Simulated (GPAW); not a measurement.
Crystal: CdSe.

```
Cd Se
1.0
     0.00000    3.07027    3.07027
     3.07027    0.00000    3.07027
     3.07027    3.07027    0.00000
Cd Se
1 1
Direct
  0.00000 0.00000 0.00000
  0.25000 0.25000 0.25000
```

Measurements of this composition are mostly on another form, of space group No. 186.

```yaml
Program: GPAW 26.7.0
Task: relaxation of cell and atoms
Functional: PBEsol
Dispersion: D4
Potentials_or_basis: PAW data sets generated in the run's folder for this functional
Cutoff: 600 eV
Basis: pw
k_mesh: 8 × 8 × 8
Occupations: fermi-dirac, width 0.05 eV
Spin: no spin polarisation
```

At the start: pressure -2.6 GPa; volume 28.94 Å³/atom.

Problem. Where does the relaxation end?

Solution. Over 3 steps the energy falls by 12.2 meV/atom and the volume is 27.39 Å³/atom (-5.4 %); space group F-43m (No. 216, to 0.05 Å).

Step by step:
| step | energy change (eV) | largest force (eV/Å) | pressure (GPa) | volume (Å³) |
| --- | --- | --- | --- | --- |
| 1 | 0.0000 | 0.0000 | -2.57 | 57.88 |
| 2 | -0.0083 | 0.0000 | -2.13 | 57.31 |
| 3 | -0.0244 | 0.0000 | 0.18 | 54.78 |

Final structure:
```xyz
2
Lattice="0.0000 3.0144 3.0144 3.0144 0.0000 3.0144 3.0144 3.0144 0.0000" Properties=species:S:1:pos:R:3 pbc="T T T"
Cd    0.0000    0.0000    0.0000
Se    1.5072    1.5072    1.5072
```

Caveat: later steps reuse the first step's grids.
